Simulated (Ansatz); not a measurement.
# SiO2 with one Si vacancy: vacancy hop

Wanted: the energy profile along the vacancy hop, from relaxed end points and a band of images. Host space group P4_2/mnm.

All numbers below are computed with Ansatz 0.2.0 (DFT PBE+D3(BJ), plane waves, PAW, scalar-relativistic, no spin polarisation).

## (1) The system as given

The cell holds 23 atoms (O16Si7): a = 5.910 Å, b = 5.910 Å, c = 5.330 Å, α = 90.00°, β = 90.00°, γ = 90.00°.

Its coordinates follow in the input file.

## (2) Relaxing end A

File input.yaml:

```yaml
crystal:
  lattice:
    - [-4.179, -4.179, 0.0]
    - [4.179, -4.179, 0.0]
    - [0.0, 0.0, 5.3298]
  atoms:
    - { symbol: Si, position: [0.5003286, 0.4959781, 0.0103086] }
    - { symbol: O, position: [0.2002495, 0.5039682, -0.0112285] }
    - { symbol: O, position: [0.0032083, 0.1906622, 0.2570555] }
    - { symbol: O, position: [0.8032275, 0.5071387, -0.006105] }
    - { symbol: O, position: [-0.0053697, 0.8003521, 0.2515807] }
    - { symbol: Si, position: [0.5117266, 0.4916539, 0.4975436] }
    - { symbol: Si, position: [0.0039588, 0.493896, 0.7471556] }
    - { symbol: O, position: [0.1992897, 0.5094051, 0.5051501] }
    - { symbol: O, position: [-0.0063898, 0.2039762, 0.7497595] }
    - { symbol: O, position: [0.8030009, 0.4988916, 0.505163] }
    - { symbol: O, position: [-0.0003626, 0.8043331, 0.7460183] }
    - { symbol: Si, position: [-0.0039479, 0.0015819, 0.0056621] }
    - { symbol: Si, position: [0.5118767, 0.0017726, 0.2558141] }
    - { symbol: O, position: [0.6934334, -0.0010868, 0.0115384] }
    - { symbol: O, position: [0.5072005, 0.6919193, 0.2445524] }
    - { symbol: O, position: [0.301417, 0.0025298, 0.0008103] }
    - { symbol: O, position: [0.4994612, 0.3021372, 0.2477363] }
    - { symbol: Si, position: [-0.0012817, 0.0002464, 0.49748] }
    - { symbol: Si, position: [0.4997088, 0.0011576, 0.7411607] }
    - { symbol: O, position: [0.6895774, -0.0067593, 0.4977962] }
    - { symbol: O, position: [0.5050564, 0.6926131, 0.7434943] }
    - { symbol: O, position: [0.3088084, -0.0082616, 0.4966028] }
    - { symbol: O, position: [0.4944569, 0.3091993, 0.7440655] }
basis:
  ecutwfc: 420.0
kpoints:
  mp_grid: { grid: [2, 2, 3] }
hamiltonian:
  xc: pbe
  dispersion: d3bj
  pseudopotentials: { kind: paw, azcp: { folder: soft_1 } }
scf:
  occupations: { method: gaussian, width: 0.02 }
  lower_state_search: "off"
relax:
  f_tol: 0.03
  max_steps: 60
  adjacent_minimum: "off"
output:
  write_density: true
  write_potential: true
  elf: true
  volumetric_format: npy
```

Run with:

```
ansatz run input.yaml --threads 2 --pin off --max-ram 5120MiB --backend cpu --events-out ev --progress --plain --runs-dir out
```

What it wrote (excerpt; [...] marks lines left out):

```text
Warning: RAYON_NUM_THREADS=2 ignored (pool sized by the plan → 2); use --threads N
[...]
Pseudopotentials: kind: paw
Pseudopotential: Si, paw, valence charge 4, recommended cutoff 420 eV (normal), <dir>
Pseudopotential: O, paw, valence charge 6, recommended cutoff 420 eV (normal), <dir>
Functional definition: PBE
[...]
Crystal: 23 atoms, lattice volume = 186.160 Å³
Basis set: ecut = 420 eV, 3653 PW (Γ), exchange–correlation on 80×80×72 points (8 copies of the dense FFT grid, shifted against one another)
Bands: 85, of which v1, the nominal top of the filled ones, is band 62 counted from 1 (61 counted from 0)
Symmetry: 1 space group operations
Space group: P1 (ITA 1), of the structure as read, at distance tolerance 5.7e-5 Å
k-points: 8 of 12 (time reversal used)
[...]
SCF iter   1: F=—  HF=-13548.851041 eV  |F-HF|=—  |Δ(HF+E_count)|=         —  Δρ=1.36e-1  dr2=2.83e1  ethr=3.10e-3  ⟨swp⟩=6.9  Hψ=3242  notcnv=0  defer=75
[...]
relax step   1: F+E_penalty+E_count = -13542.09424086 eV  Δ(F+E_penalty+E_count) = +0.000e0 eV  max|allowed force component| = 2.538e0 eV/Å  Δτ_max = 0.0000 Å  (9 SCF iters, dr2 threshold 2.25e-5 eV, accepted)
[...]
relax step   3: F+E_penalty+E_count = -13543.06707836 eV  Δ(F+E_penalty+E_count) = -4.548e-1 eV  max|allowed force component| = 1.863e-1 eV/Å  Δτ_max = 0.0702 Å  (8 SCF iters, dr2 threshold 1.00e-4 eV, accepted)
[...]
relax step   4: F+E_penalty+E_count = -13543.07095629 eV  Δ(F+E_penalty+E_count) = -3.878e-3 eV  max|allowed force component| = 3.556e-2 eV/Å  Δτ_max = 0.0138 Å  (8 SCF iters, dr2 threshold 2.17e-6 eV, accepted)
[...]
SCF iter   5: F=—  HF=-13543.071132 eV  |F-HF|=—  |Δ(HF+E_count)|=   5.63e-7  Δρ=3.45e-5  dr2=3.24e-6  ethr=7.89e-9  ⟨swp⟩=1.0  Hψ=555  notcnv=0  defer=125
```

## (3) More of the same log: end point A relaxed

The log, continued (excerpt; [...] marks lines left out):

```text
SCF iter   6: F=—  HF=-13543.071132 eV  |F-HF|=—  |Δ(HF+E_count)|=   1.02e-7  Δρ=1.33e-5  dr2=4.35e-7  ethr=2.61e-9  ⟨swp⟩=1.1  Hψ=557  notcnv=0  defer=125
SCF iter   7: F=-13543.071132 eV  HF=-13543.071132 eV  |F-HF|=7.44e-8  |Δ(HF+E_count)|=   1.45e-8  Δρ=5.85e-6  dr2=8.17e-8  ethr=8.06e-11  ⟨swp⟩=9.1  Hψ=4030  notcnv=0
[...]
relax step   5: F+E_penalty+E_count = -13543.07113205 eV  Δ(F+E_penalty+E_count) = -1.758e-4 eV  max|allowed force component| = 6.803e-3 eV/Å  Δτ_max = 0.0020 Å  (7 SCF iters, accepted)
NSCF: frozen V_eff on 8 k-points
[...]
SCF converged after 7 iterations
Free energy (F): -13543.071132 eV
[...]
E sigma→0 (E₀):  -13543.068116 eV
Entropy (-TS):   -0.006032 eV (-0.262 meV/atom)
Fermi energy:    8.593584 eV
[...]
--- Forces (eV/Å), atoms counted from 1 ---
  atom   1  Si     0.00220272    -0.00089173     0.00680326
[...]
    - { symbol: Si, position: [0.5008126154808379, -0.0005727676205214416, 0.24957972796948402] }
    - { symbol: O, position: [0.6943964958635849, -0.0005527905248734477, -0.0018280383668850268] }
    - { symbol: O, position: [0.5008252406216103, 0.6952826050214309, 0.24953027596675742] }
    - { symbol: O, position: [0.3072386055446769, -0.0005623826432926138, -0.00179806909316665] }
    - { symbol: O, position: [0.50080006931537, 0.30358225251243476, 0.2495285444263258] }
    - { symbol: Si, position: [0.0007890955918226188, -0.0005485542335776556, 0.49969270687434114] }
    - { symbol: Si, position: [0.5007875310251589, -0.0005322122541360219, 0.7495393426913824] }
    - { symbol: O, position: [0.6943990730305223, -0.0005495256015424221, 0.500920643110734] }
    - { symbol: O, position: [0.5008161423698428, 0.6984982397852929, 0.7495050855183115] }
    - { symbol: O, position: [0.30718497560608027, -0.000574645212320285, 0.5009272076641422] }
    - { symbol: O, position: [0.5007973838660337, 0.30036623173651944, 0.7495053008705181] }
```

Run time: 27 s. Hardware: 2 threads of Arm Neoverse V2, shared host; peak memory 0.51 GiB.

The steps of the relaxation:

```
step  energy from step 1 (eV/cell)  largest force component (eV/Å)
   1                        0.0000                          2.5377
   2                       -0.5181                          1.7775
   3                       -0.9728                          0.1863
   4                       -0.9767                          0.0356
   5                       -0.9769                          0.0068
```

Step 1 is the start.

The atom that moved most is O8, by 0.10 Å.

## (4) End point B

The second end starts from a geometry with the move made by hand.

File input.yaml:

```yaml
crystal:
  lattice:
    - [-4.179, -4.179, 0.0]
    - [4.179, -4.179, 0.0]
    - [0.0, 0.0, 5.3298]
  atoms:
    - { symbol: Si, position: [0.5, 0.5, 0.0] }
    - { symbol: O, position: [0.1938, 0.5, 0.0] }
    - { symbol: O, position: [0.0, 0.1938, 0.25] }
    - { symbol: O, position: [0.8062, 0.5, 0.0] }
    - { symbol: O, position: [0.0, 0.8062, 0.25] }
    - { symbol: Si, position: [0.5, 0.5, 0.5] }
    - { symbol: Si, position: [0.0, 0.5, 1.25] }
    - { symbol: O, position: [0.1938, 0.5, 0.5] }
    - { symbol: O, position: [0.0, 0.1938, 0.75] }
    - { symbol: O, position: [0.8062, 0.5, 0.5] }
    - { symbol: O, position: [0.0, 0.8062, 0.75] }
    - { symbol: Si, position: [0.0, 0.0, 0.0] }
    - { symbol: Si, position: [0.5, 0.0, 0.25] }
    - { symbol: O, position: [0.6938, 0.0, 0.0] }
    - { symbol: O, position: [0.5, 0.6938, 0.25] }
    - { symbol: O, position: [0.3062, 0.0, 0.0] }
    - { symbol: O, position: [0.5, 0.3062, 0.25] }
    - { symbol: Si, position: [0.0, 0.0, 0.5] }
    - { symbol: Si, position: [0.5, 0.0, 0.75] }
    - { symbol: O, position: [0.6938, 0.0, 0.5] }
    - { symbol: O, position: [0.5, 0.6938, 0.75] }
    - { symbol: O, position: [0.3062, 0.0, 0.5] }
    - { symbol: O, position: [0.5, 0.3062, 0.75] }
basis:
  ecutwfc: 420.0
kpoints:
  mp_grid: { grid: [2, 2, 3] }
hamiltonian:
  xc: pbe
  dispersion: d3bj
  pseudopotentials: { kind: paw, azcp: { folder: soft_1 } }
scf:
  occupations: { method: gaussian, width: 0.02 }
  lower_state_search: "off"
relax:
  f_tol: 0.03
  max_steps: 60
  adjacent_minimum: "off"
```

Run with:

```
ansatz run input.yaml --threads 2 --pin off --max-ram 5120MiB --backend cpu --events-out ev --progress --plain --runs-dir out
```

What it wrote (excerpt; [...] marks lines left out):

```text
Warning: RAYON_NUM_THREADS=2 ignored (pool sized by the plan → 2); use --threads N
[...]
[... 4 set-up lines as earlier in the session ...]
[...]
Crystal: 23 atoms, lattice volume = 186.160 Å³
Basis set: ecut = 420 eV, 3653 PW (Γ), exchange–correlation on 80×80×72 points (8 copies of the dense FFT grid, shifted against one another)
Bands: 85, of which v1, the nominal top of the filled ones, is band 62 counted from 1 (61 counted from 0)
Symmetry: 8 space group operations
Space group: Pmmm (ITA 47), of the structure as read, at distance tolerance 5.7e-5 Å
k-points: 8 of 12
[...]
SCF iter   1: F=—  HF=-13549.168553 eV  |F-HF|=—  |Δ(HF+E_count)|=         —  Δρ=1.34e-1  dr2=2.67e1  ethr=3.10e-3  ⟨swp⟩=7.4  Hψ=3332  notcnv=0  defer=43
[...]
relax step   1: F+E_penalty+E_count = -13542.56789062 eV  Δ(F+E_penalty+E_count) = +0.000e0 eV  max|allowed force component| = 1.027e0 eV/Å  Δτ_max = 0.0000 Å  (9 SCF iters, dr2 threshold 2.25e-5 eV, accepted)
[...]
relax step   2: F+E_penalty+E_count = -13542.86316551 eV  Δ(F+E_penalty+E_count) = -2.953e-1 eV  max|allowed force component| = 6.672e-1 eV/Å  Δτ_max = 0.0420 Å  (8 SCF iters, dr2 threshold 6.60e-5 eV, accepted)
[...]
relax step   3: F+E_penalty+E_count = -13543.05612546 eV  Δ(F+E_penalty+E_count) = -1.930e-1 eV  max|allowed force component| = 3.416e-1 eV/Å  Δτ_max = 0.0714 Å  (6 SCF iters, dr2 threshold 2.78e-5 eV, accepted)
[...]
SCF iter   2: F=—  HF=-13543.070990 eV  |F-HF|=—  |Δ(HF+E_count)|=   2.40e-3  Δρ=1.19e-3  dr2=2.36e-3  ethr=1.15e-5  ⟨swp⟩=1.1  Hψ=785  notcnv=0  defer=129
```

## (5) The output, continued: end point B relaxed

Output, continued:

```text
preconditioner: auto → Kerker (q_TF=auto, 2.550 Å⁻¹)  [metal: Δε(μ)=0.011 eV  Ē_g=18.122 eV  σ=0.020 eV  W_gap=0.29  n_scr=48 (ndim 8)  ℏωp=30.3 eV  f_vac=0.002  D(μ)=29.31/eV (n_scr^D=488)]
SCF iter   3: F=—  HF=-13543.070668 eV  |F-HF|=—  |Δ(HF+E_count)|=   3.23e-4  Δρ=1.39e-3  dr2=3.14e-3  ethr=1.90e-6  ⟨swp⟩=2.0  Hψ=867  notcnv=0  defer=129
SCF iter   4: F=—  HF=-13543.070395 eV  |F-HF|=—  |Δ(HF+E_count)|=   2.72e-4  Δρ=2.86e-4  dr2=1.47e-4  ethr=1.90e-6  ⟨swp⟩=1.0  Hψ=551  notcnv=0  defer=129
iter 5 did not close the SCF: its close was put off for the readings that it lacked (scf_convergence_deferred on its scf_iter line)
SCF iter   5: F=-13543.070360 eV  HF=-13543.070373 eV  |F-HF|=1.35e-5  |Δ(HF+E_count)|=   2.23e-5  Δρ=8.39e-5  dr2=1.57e-5  ethr=1.19e-7  ⟨swp⟩=2.4  Hψ=883  notcnv=0  defer=129
SCF iter   6: F=-13543.070369 eV  HF=-13543.070372 eV  |F-HF|=2.51e-6  |Δ(HF+E_count)|=   1.29e-6  Δρ=4.73e-5  dr2=3.04e-6  ethr=1.26e-8  ⟨swp⟩=2.4  Hψ=2144  notcnv=0
SCF 4 converged in 6 iterations: F = -13543.070369 eV  dr2 = 3.04e-6
relax step   4: F+E_penalty+E_count = -13543.07036941 eV  Δ(F+E_penalty+E_count) = -1.424e-2 eV  max|allowed force component| = 7.353e-2 eV/Å  Δτ_max = 0.0117 Å  (6 SCF iters, dr2 threshold 3.06e-5 eV, accepted)
SCF iter   1: F=—  HF=-13543.071390 eV  |F-HF|=—  |Δ(HF+E_count)|=         —  Δρ=1.51e-3  dr2=4.50e-3  ethr=1.03e-5  ⟨swp⟩=3.2  Hψ=1338  notcnv=0  defer=125
preconditioner: auto → Resta (q_TF=auto, 2.550 Å⁻¹)  ε∞=3.8  [insulator: Δε(μ)=0.038 eV  Ē_g=18.145 eV  σ=0.020 eV  W_gap=0.56  n_scr=48 (ndim 8)  ℏωp=30.3 eV  f_vac=0.002  D(μ)=29.97/eV (n_scr^D=488)  ε∞_Penn≈3.8]
SCF iter   2: F=—  HF=-13543.071064 eV  |F-HF|=—  |Δ(HF+E_count)|=   3.26e-4  Δρ=5.79e-4  dr2=6.57e-4  ethr=3.63e-6  ⟨swp⟩=1.0  Hψ=784  notcnv=0  defer=125
preconditioner: auto → Kerker (q_TF=auto, 2.550 Å⁻¹)  [metal: Δε(μ)=0.037 eV  Ē_g=18.145 eV  σ=0.020 eV  W_gap=0.50  n_scr=48 (ndim 8)  ℏωp=30.3 eV  f_vac=0.002  D(μ)=29.96/eV (n_scr^D=488)]
SCF iter   3: F=—  HF=-13543.071038 eV  |F-HF|=—  |Δ(HF+E_count)|=   2.63e-5  Δρ=5.50e-4  dr2=4.79e-4  ethr=5.30e-7  ⟨swp⟩=2.0  Hψ=715  notcnv=0  defer=125
SCF iter   4: F=—  HF=-13543.071000 eV  |F-HF|=—  |Δ(HF+E_count)|=   3.78e-5  Δρ=1.86e-4  dr2=4.72e-5  ethr=3.86e-7  ⟨swp⟩=1.0  Hψ=555  notcnv=0  defer=125
SCF iter   5: F=—  HF=-13543.071108 eV  |F-HF|=—  |Δ(HF+E_count)|=   1.08e-4  Δρ=4.10e-5  dr2=3.39e-6  ethr=3.81e-8  ⟨swp⟩=2.0  Hψ=923  notcnv=0  defer=125
SCF iter   6: F=—  HF=-13543.071107 eV  |F-HF|=—  |Δ(HF+E_count)|=   6.72e-7  Δρ=1.22e-5  dr2=7.01e-7  ethr=2.73e-9  ⟨swp⟩=2.1  Hψ=917  notcnv=0  defer=125
SCF iter   7: F=-13543.071107 eV  HF=-13543.071107 eV  |F-HF|=4.36e-8  |Δ(HF+E_count)|=   9.92e-8  Δρ=3.45e-6  dr2=5.74e-8  ethr=8.06e-11  ⟨swp⟩=3.2  Hψ=2616  notcnv=0
SCF 5 converged in 7 iterations: F = -13543.071107 eV  dr2 = 5.74e-8
relax step   5: F+E_penalty+E_count = -13543.07110693 eV  Δ(F+E_penalty+E_count) = -7.375e-4 eV  max|allowed force component| = 1.271e-2 eV/Å  Δτ_max = 0.0041 Å  (7 SCF iters, accepted)
SCF converged after 7 iterations
Free energy (F): -13543.071107 eV
Harris-Foulkes:  -13543.071107 eV  (|F-HF|=4.36e-8)
Internal energy: -13543.065051 eV  (E = F + TS)
E sigma→0 (E₀):  -13543.068079 eV
Entropy (-TS):   -0.006056 eV (-0.263 meV/atom)
Fermi energy:    8.593419 eV
--- Per-component energies (eV) ---
  E_band       = 104.237003
  E_kinetic    = 3082.374061
  E_local      = -5015.486536  (includes V_loc(G=0)·N_el)
  E_nonlocal   = 982.862536
  E_hartree    = 1796.913712
  E_xc         = -1557.114192
  E_vxc        = -1820.807537  (∫ρ·V_xc dr)
  E_paw        = -6195.216920  (= ΣΔE_a)
  E_vpaw       = -718.546524  (= ΣTr[D̂ρ^β])
  E_aug_tail   = 0.012507  (compensation charges beyond the density's cutoff)
  E_ewald      = -6632.492576
  E_disp       = -4.917642  (pairwise vdW)
  E_smearing   = -0.006056  (= −TS)
  E_closure    = 0.000000  (closes the sum)
  Σ components = -13543.071107   (vs F -13543.071107, Δ=0.00e0)
--- Forces (eV/Å), atoms counted from 1 ---
  atom   1  Si     0.00000000     0.00000000    -0.00442867
  atom   2  O      0.00607042     0.00607042     0.01271085
  atom   3  O      0.01081913    -0.01081913     0.00000000
  atom   4  O     -0.00607042    -0.00607042     0.01271085
  atom   5  O     -0.01081913     0.01081913     0.00000000
  atom   6  Si     0.00000000     0.00000000     0.00442867
  atom   7  Si     0.00000000     0.00000000     0.00000000
  atom   8  O      0.00607042     0.00607042    -0.01271085
  atom   9  O      0.00807746    -0.00807746     0.00000000
  atom  10  O     -0.00607042    -0.00607042    -0.01271085
  atom  11  O     -0.00807746     0.00807746     0.00000000
  atom  12  Si     0.00000000     0.00000000     0.00025225
  atom  13  Si     0.00000000     0.00000000     0.00000000
  atom  14  O      0.00069922     0.00069922     0.00227937
  atom  15  O      0.00236472    -0.00236472     0.00000000
  atom  16  O     -0.00069922    -0.00069922     0.00227937
  atom  17  O     -0.00236472     0.00236472     0.00000000
  atom  18  Si     0.00000000     0.00000000    -0.00025225
  atom  19  Si    -0.00000000     0.00000000     0.00000000
  atom  20  O      0.00069922     0.00069922    -0.00227937
  atom  21  O     -0.00371028     0.00371028     0.00000000
  atom  22  O     -0.00069922    -0.00069922    -0.00227937
  atom  23  O      0.00371028    -0.00371028     0.00000000
  max |Σ_I F_I| component: 3.47e-18 eV/Å
--- Relaxed structure (5 steps of the walk, 5 accepted, 0 SCFs on fresh bases) ---
  F+E_penalty+E_count = -13543.07110693 eV   max|allowed force component| = 1.271e-2 eV/Å
  atoms:
    - { symbol: Si, position: [0.49999999999999994, 0.49999999999999994, -0.0017832431445015309] }
    - { symbol: O, position: [0.20649738954967295, 0.49999999999999994, 0.01637583187554028] }
    - { symbol: O, position: [0.0, 0.1936884245680047, 0.24999999999999997] }
    - { symbol: O, position: [0.7935026104503269, 0.49999999999999983, 0.01637583187554028] }
    - { symbol: O, position: [0.0, 0.8063115754319953, 0.24999999999999997] }
    - { symbol: Si, position: [0.49999999999999994, 0.49999999999999994, 0.5017832431445014] }
    - { symbol: Si, position: [0.0, 0.49999999999999994, 1.2499999999999998] }
    - { symbol: O, position: [0.20649738954967295, 0.49999999999999994, 0.48362416812445963] }
    - { symbol: O, position: [0.0, 0.18494185018311934, 0.7499999999999999] }
    - { symbol: O, position: [0.7935026104503269, 0.49999999999999983, 0.48362416812445963] }
    - { symbol: O, position: [0.0, 0.8150581498168807, 0.7499999999999999] }
    - { symbol: Si, position: [-1.5115233633286266e-19, -4.3428096632949514e-20, 0.0001984615299416673] }
    - { symbol: Si, position: [0.49999999999999994, 0.0, 0.24999999999999997] }
    - { symbol: O, position: [0.6936067289795316, 0.0, 0.0013835334318792025] }
    - { symbol: O, position: [0.5000000000000001, 0.6990300841153348, 0.24999999999999997] }
    - { symbol: O, position: [0.3063932710204682, 0.0, 0.0013835334318792027] }
    - { symbol: O, position: [0.5, 0.30096991588466515, 0.24999999999999997] }
    - { symbol: Si, position: [-1.5115233633286266e-19, -4.3428096632949514e-20, 0.49980153847005826] }
    - { symbol: Si, position: [0.49999999999999994, 0.0, 0.7499999999999999] }
    - { symbol: O, position: [0.6936067289795316, 0.0, 0.4986164665681207] }
    - { symbol: O, position: [0.5, 0.6959325763219391, 0.7499999999999999] }
    - { symbol: O, position: [0.3063932710204682, 0.0, 0.4986164665681207] }
    - { symbol: O, position: [0.4999999999999999, 0.30406742367806094, 0.7499999999999999] }
```

Run time: 16 s. Hardware: 2 threads of Arm Neoverse V2, shared host; peak memory 0.5 GiB.

Relaxation path:

```
step  energy from step 1 (eV/cell)  largest force component (eV/Å)
   1                        0.0000                          1.0274
   2                       -0.2953                          0.6672
   3                       -0.4882                          0.3416
   4                       -0.5025                          0.0735
   5                       -0.5032                          0.0127
```

Step 1 is the start.

The largest move, 0.12 Å, is shared by several atoms, O4 among them.

[end of part 1 of 2]
